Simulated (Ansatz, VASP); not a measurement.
One calculation of Se, two programs

File INCAR:

```
SYSTEM = Se
PREC = Accurate
ENCUT = 520
EDIFF = 1E-8
ISMEAR = -1
SIGMA = 0.02
LREAL = .FALSE.
LASPH = .TRUE.
NELM = 80
ALGO = Normal
ISIF = 2
LWAVE = .FALSE.
LCHARG = .FALSE.
GGA = PS
LEFG = .TRUE.
NBANDS = 16
```

The input KPOINTS:

```
Automatic mesh
0
G
  8 8 6
  0 0 0
```

POSCAR

```
Se
1.0
    4.2662637173      0.0000000000      0.0000000000
   -2.1331318586      3.6946927584      0.0000000000
    0.0000000000      0.0000000000      4.8484124658
Se
3
Direct
    0.2170000000      0.0000000000      0.1666666667
    0.0000000000      0.2170000000      0.8333333333
    0.7830000000      0.7830000000      0.5000000000
```

Input for Ansatz:

```yaml
crystal:
  lattice:
    - [4.2662637173, 0.0, 0.0]
    - [-2.1331318586, 3.6946927584, 0.0]
    - [0.0, 0.0, 4.8484124658]
  atoms:
    - { symbol: Se, position: [0.217, 0.0, 0.1666666667] }
    - { symbol: Se, position: [0.0, 0.217, 0.8333333333] }
    - { symbol: Se, position: [0.783, 0.783, 0.5] }
kpoints:
  mp_grid: { grid: [8, 8, 6] }
scf:
  occupations: { method: fermi_dirac, width: 0.02 }
hamiltonian:
  xc: pbesol
  pseudopotentials: { kind: all_electron, datasets: crystal }
output:
  forces: true
  stress: true
  eigenvalues: true
  efg: { contact_densities: true }
```

Change from the starting cell: volume scaled by 0.94, crystal datasets.

Alike in both runs: task electric field gradients; functional PBEsol; k mesh 8 × 8 × 6; occupations fermi-dirac, width 0.02 eV; no spin polarisation.

|  | VASP | Ansatz |
| --- | --- | --- |
| version | VASP 6.6.1 | Ansatz 0.2.0 |
| potentials or method | VASP PAW PBE potentials, release 64 (Se) | all-electron PAW with datasets made for the crystal, scalar-relativistic |
| plane-wave cutoff (eV) | 520 | see its input |

VASP gave:

| Quantity | Value |
| --- | --- |
| gap on the k mesh at the Fermi level (eV) | 1.11 |
| pressure (GPa) | 7.8 |
| largest component of the traceless stress (GPa) | 3.71 |
| rms of the force components (eV/Å) | 1.101 |
| Vzz of the field gradient on the site that differs most (V/Å²) | -462.2 |

Q: Which values does Ansatz return?

A: gap on the k mesh at the Fermi level (eV): 1.14; pressure (GPa): 7.5; largest component of the traceless stress (GPa): 3.56; rms of the force components (eV/Å): 1.053; Vzz of the field gradient on the site that differs most (V/Å²): -486.6.

Atom by atom the forces differ by 0.048 eV/Å (rms over components). Ansatz ran all-electron here, so the differences hold the error of VASP's frozen core and of both bases.

Caveats: the PAW data sets were made with another functional, which shifts forces and pressure a little (VASP). A k mesh can miss the band edges.
